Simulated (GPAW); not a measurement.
A calculation with GPAW 26.7.0 of MgO (cli, Cartesian positions):

The input MgO.xyz:

```xyz
2
Lattice="2.9380209034 0.0000000000 0.0000000000 -1.4690104517 2.5444007392 0.0000000000 0.0000000000 0.0000000000 2.6796800000" Properties=species:S:1:pos:R:3 pbc="T T T"
Mg     0.0000000000      0.0000000000      0.0000000000
O     -0.0000000001      1.6962671596      1.3398400000
```

Potentials or basis: GPAW PAW data sets (gpaw-data 1.2.1), pw.

Run with:

```bash
$ OMP_NUM_THREADS=1 gpaw run MgO.xyz -p 'mode=PW(800),xc=PBE,kpts={size:(10,10,10),gamma:True},occupations={name:fermi-dirac,width:0.05},nbands=16,convergence={density:1e-05,energy:1e-05},maxiter=150,txt=gpaw.txt' --properties efs -w gs.gpw
```

Measurements of this composition are mostly on another form, of space group No. 225.

Question: Write the same calculation in another form: ASE script, structure typed inline.

Answer: As run:

File run.py:

```python
from ase import Atoms
from ase.dft.bandgap import bandgap
from ase.io import write
from ase.units import Bohr, GPa
from gpaw import GPAW, PW
from gpaw.elf import elf_from_dft_calculation

atoms = Atoms(['Mg', 'O'],
              cell=[[2.9380209034, 0.0, 0.0],
                    [-1.4690104517, 2.5444007392, 0.0],
                    [0.0, 0.0, 2.67968]],
              scaled_positions=[[0.0, 0.0, 0.0],
                                [0.3333333333, 0.6666666667, 0.5]],
              pbc=True)

calc = GPAW(mode=PW(800),
            xc='PBE',
            kpts={'size': (10, 10, 10), 'gamma': True},
            occupations={'name': 'fermi-dirac', 'width': 0.05},
            nbands=16,
            convergence={'density': 1e-05, 'energy': 1e-05},
            maxiter=150,
            txt='gpaw.txt')
atoms.calc = calc
energy = atoms.get_potential_energy()
forces = atoms.get_forces()
stress = atoms.get_stress()
calc.write('gs.gpw')
write('result.traj', atoms)
print(f'Energy: {energy:.6f} eV')
print('Forces (eV/A):')
print(forces.round(4))
print('Stress (GPa):', (stress / GPa).round(3))
print('Fermi level:', round(calc.get_fermi_level(), 4), 'eV')
print(f'Gap: {bandgap(calc)[0]:.4f} eV, direct: {bandgap(calc, direct=True)[0]:.4f} eV')

# fields on the real-space grid
write('density.cube', atoms, data=calc.get_pseudo_density() * Bohr**3)
write('potential.cube', atoms, data=calc.get_electrostatic_potential())
write('elf.cube', atoms, data=elf_from_dft_calculation(calc).data)
```

Potentials or basis: GPAW PAW data sets (gpaw-data 1.2.1), pw.

Launch:

```console
$ OMP_NUM_THREADS=1 python run.py
```

Both were run:

|  | cli, Cartesian positions | ASE script, structure typed inline |
| --- | --- | --- |
| Pressure | -0.1 GPa | -0.1 GPa |
| Band gap on the k mesh | 3.05 eV, indirect (least direct gap 3.44 eV) | 3.05 eV, indirect (least direct gap 3.44 eV) |

Keys that steer only the numerical path or the files written may differ.
